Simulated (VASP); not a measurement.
**VASP 6.6.1 run: MgO**

INCAR

```
EDIFF = 1E-8
LWAVE = .FALSE.
ALGO = Normal
IBRION = -1
ISIF = 2
MAGMOM = 0.5 -0.5
ISMEAR = 0
NELM = 68
LREAL = .FALSE.
NBANDS = 11
ISPIN = 2
ENCUT = 520
LCHARG = .FALSE.
LASPH = .TRUE.
PREC = Accurate
NSW = 0
SIGMA = 0.01
METAGGA = R2SCAN
```

KPOINTS

```
KPOINTS created by Atomic Simulation Environment
0
Gamma
10 10 10
0 0 0
```

POSCAR

```
Mg O
 1.0000000000000000
     0.0000000000000000    2.1652324378999999    2.1652324378999999
     2.1652324378999999    0.0000000000000000    2.1652324378999999
     2.1652324378999999    2.1652324378999999    0.0000000000000000
 Mg  O
   1   1
Cartesian
  0.0000000000000000  0.0000000000000000  0.0000000000000000
  2.1652324378999999  2.1652324378999999  2.1652324378999999
```

The recommended PBE PAW datasets give the neutral cell 8 valence electrons.

Command

```
mpirun -np 1 vasp_std
```

OSZICAR

```
N       E                     dE             d eps       ncg     rms          rms(c)
DAV:   1     0.853710780972E+01    0.85371E+01   -0.46921E+03  2316   0.659E+02
DAV:   2    -0.190972921135E+02   -0.27634E+02   -0.26974E+02  2358   0.139E+02
DAV:   3    -0.197296672910E+02   -0.63238E+00   -0.63188E+00  2533   0.184E+01
DAV:   4    -0.197314160065E+02   -0.17487E-02   -0.17487E-02  2275   0.109E+00
DAV:   5    -0.197314226647E+02   -0.66583E-05   -0.66583E-05  2428   0.672E-02    0.705E+00
DAV:   6    -0.159810871303E+02    0.37503E+01   -0.61298E+00  2161   0.126E+01    0.196E+00
DAV:   7    -0.160691000555E+02   -0.88013E-01   -0.20188E-01  2326   0.320E+00    0.146E+00
DAV:   8    -0.160760971680E+02   -0.69971E-02   -0.68277E-02  2170   0.249E+00    0.570E-01
DAV:   9    -0.160799768112E+02   -0.38796E-02   -0.12278E-02  2158   0.743E-01    0.152E-01
DAV:  10    -0.160799022497E+02    0.74562E-04   -0.11632E-03  2239   0.246E-01    0.566E-02
DAV:  11    -0.160800447937E+02   -0.14254E-03   -0.13287E-04  2248   0.798E-02    0.365E-02
DAV:  12    -0.160800463496E+02   -0.15559E-05   -0.34932E-05  2194   0.450E-02    0.111E-02
DAV:  13    -0.160800471782E+02   -0.82852E-06   -0.52448E-06  2236   0.190E-02    0.269E-03
DAV:  14    -0.160800460755E+02    0.11027E-05   -0.36206E-07  2401   0.453E-03    0.113E-03
DAV:  15    -0.160800453454E+02    0.73007E-06   -0.12573E-07  2233   0.232E-03    0.609E-04
DAV:  16    -0.160800453435E+02    0.19033E-08   -0.23126E-08  1838   0.928E-04
   1 F= -.16080045E+02 E0= -.16080045E+02  d E =-.252787-124  mag=    -0.0000
```

It converged. Results: pressure -13.4 GPa; magnetic moment of the cell 0.00 μB.

For comparison, a separate r²SCAN run of the intended cell, on usual settings and not on those above, gives a gap of 4.80 eV on its mesh and a pressure of -13.4 GPa.

The run above took about 48 s on one core of a shared host (Intel Xeon Platinum 8488C) and held 0.16 GiB at most.
